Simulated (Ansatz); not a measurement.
SiRu:

```xyz
8
Lattice="4.7086 0.0000 0.0000 0.0000 4.7086 0.0000 0.0000 0.0000 4.7086" Properties=species:S:1:pos:R:3 pbc="T T T"
Ru    0.6093    0.6093    0.6093
Ru    1.7450    4.0993    2.9636
Ru    2.9636    1.7450    4.0993
Ru    4.0993    2.9636    1.7450
Si    3.9438    3.9438    3.9438
Si    3.1191    0.7648    1.5895
Si    1.5895    3.1191    0.7648
Si    0.7648    1.5895    3.1191
```

The cell comes from a database or a generator and needn't be the stable form of this composition.

Program: Ansatz 0.2.0. Alike in all runs: task band structure; potentials or basis Ansatz PAW; no spin polarisation; cell as given; k mesh 6 × 6 × 6.

Task: Order these runs on this cell by their pressure, lowest first.
A. level LDA; cutoff (eV) 420; smearing fixed; level lda; run kind scf
B. level PBEsol; cutoff (eV) 420; smearing fermi-dirac 0.05 eV; points for each segment of the path 10
C. level r2SCAN; cutoff (eV) 500; smearing fixed; level r2scan; run kind scf
D. level PBE; cutoff (eV) 420; smearing fermi-dirac 0.05 eV; points for each segment of the path 10

Result: A (-6.9 GPa), B (-2.4 GPa), C (-0.6 GPa), D (4.3 GPa).

Caveats: the PAW data sets come from PBE, with cores solved anew for the run's functional, which leaves a small shift of forces and pressure (some runs).

Not every run made on this cell is shown here.
